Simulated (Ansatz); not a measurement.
## Trial structures of In2GaP3: starts and ends

All numbers below come from DFT PBE, scalar-relativistic, plane waves, PAW in Ansatz. Settings: cutoff 420 eV, Γ-centred meshes spaced at most about 0.3 Å⁻¹, and about 0.25 Å⁻¹ or finer for metals (2π included), Gaussian smearing. No spin polarisation in the final relaxations.

Each guess was relaxed in cell and atoms at zero pressure, within the symmetry of its start. All energies are static (0 K, no zero-point motion). Coordination counts P atoms around Ga and In (those within 1.25 times the shortest such distance or 1.15 times the sum of covalent radii; a plus sign parts nearer from farther groups; the shortest distance is added where it is long for a bond; a slash parts the counts of unlike sites).

```csv
guess,made from,start group,V start (Å³/atom),end group,V end (Å³/atom),coordination at the end,gap on mesh (eV),E over the lowest end (meV/atom)
1,random cell,P4/mmm,23.0,?,?,?,?,?
2,LuB2Ru3 type,P6/mmm,21.1,P6/mmm,24.2,"In 6, Ga 12 from 3.8 Å",0,376
3,Zr2CuSb3 type,P-4m2,21.3,P-4m2,20.2,"In 5, Ga 4+4",0,101
4,random cell,R-3m,24.2,R-3m,22.8,"In 3, Ga 6",0,193
5,TlAg3Te2 type,Cmmm,22.5,Cmmm,21.5,"In 6+2 from 3.1 Å, Ga 4",0,0
```

Guess 1 as it starts:

```yaml
crystal:
  lattice:
    - [3.89878, 0.00000, 0.00000]
    - [0.00000, 3.89878, 0.00000]
    - [0.00000, 0.00000, 9.06801]
  atoms:
    - { symbol: In, position: [0.00000, 0.00000, 0.50000] }
    - { symbol: In, position: [0.50000, 0.50000, 0.00000] }
    - { symbol: Ga, position: [0.00000, 0.00000, 0.00000] }
    - { symbol: P, position: [0.00000, 0.00000, 0.30706] }
    - { symbol: P, position: [0.00000, 0.00000, 0.69294] }
    - { symbol: P, position: [0.50000, 0.50000, 0.50000] }
```

Q: Fill in the missing row: what does this guess relax into, and where does it rank?

A: It ends in space group P4/mmm (No. 123), with a = 3.924 Å, c = 9.846 Å, 25.3 Å³/atom and no gap. It lies 0.58 eV/atom over the lowest end, above guess 2 and so the highest of the set. Counting P atoms around Ga and In, this end has In 6/8 from 3.6 Å, Ga 2 and the lowest (guess 5) has In 6+2 from 3.1 Å, Ga 4. The lowest (guess 5) holds P–P chains (shortest 2.26 Å); in this end the shortest P–P distance is 3.87 Å.

```cif
data_structure
_symmetry_space_group_name_H-M 'P 1'
_symmetry_Int_Tables_number 1
_cell_length_a 3.9240
_cell_length_b 3.9240
_cell_length_c 9.8462
_cell_angle_alpha 90.000
_cell_angle_beta 90.000
_cell_angle_gamma 90.000
_cell_volume 151.61
loop_
_atom_site_label
_atom_site_type_symbol
_atom_site_fract_x
_atom_site_fract_y
_atom_site_fract_z
_atom_site_occupancy
In1 In 0.00000 0.00000 0.50000 1
In2 In 0.50000 0.50000 0.00000 1
Ga1 Ga 0.00000 0.00000 0.00000 1
P1 P 0.00000 0.00000 0.22636 1
P2 P 0.00000 0.00000 0.77364 1
P3 P 0.50000 0.50000 0.50000 1
```

The zero of energy is the elements' standard structures at the same level; no fitted shifts are applied. The references include black phosphorus.

Q: Is the lowest end bound against the elements?

A: No: its formation energy is +0.12 eV/atom. The separate elements lie lower, so it is unstable against them.

The reference form of P is held partly by dispersion forces, which this level lacks. Cells relaxed within their symmetry can be saddle points. A lower structure may well exist outside this small set. Some candidate types were left out of the draw beforehand, so a known form may be missing.

The highest end keeps the starting symmetry and shows why it is costly. Ga has only two P neighbours, and half of the In has none within normal bonding distance, facing Ga instead, so much of the possible III–P bonding is lost. The lowest end gives Ga four P neighbours, though its P–P chains are foreign to a normal III–V compound. Such chains reduce the number of electrons P can accept from the metals, which probably contributes to the missing gap. Looser packing broadly goes with higher energy, but guess 3 breaks the pattern: it is the densest end, yet not the lowest.

The positive formation energy should not be read as instability of In2GaP3 as a composition. InP and GaP are both bound semiconductors with tetrahedral coordination and no P–P bonds, and their alloys pay only a small mixing cost. An ordered zinc-blende-derived arrangement would therefore be expected to lie below the elements and to be semiconducting. The discrepancy most likely stems from the structures sampled rather than from the functional.
